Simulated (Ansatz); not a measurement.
We consider rutile GeO₂, described by HSE06 (Ansatz, a program for electronic structure, plane waves, PAW).

Total energies, extrapolated to zero smearing (they compare only within this program, potentials and cutoff; free atoms with spin allowed, lowest state found):

| system | energy (eV/atom) |
|---|---|
| rutile GeO₂, relaxed | -1810.1011 |
| free Ge atom | -4292.1292 |
| free O atom | -561.9592 |

### Question
Work out the cohesive energy per atom.

### Answer
E_coh = [1 × (-4292.1292) + 2 × (-561.9592)]/3 − (-1810.1011) = 4.75 eV/atom. The reference value is 4.96 eV/atom (derived here from tabulated measurements, 0 K, atomisation enthalpy taken to 0 K with CODATA's H(298.15)-H(0) of solid and atoms; inputs from Cox, Wagman, Medvedev, CODATA Key Values for Thermodynamics (1989)), a difference of -0.21 eV/atom.

The PAW data were made under PBE.
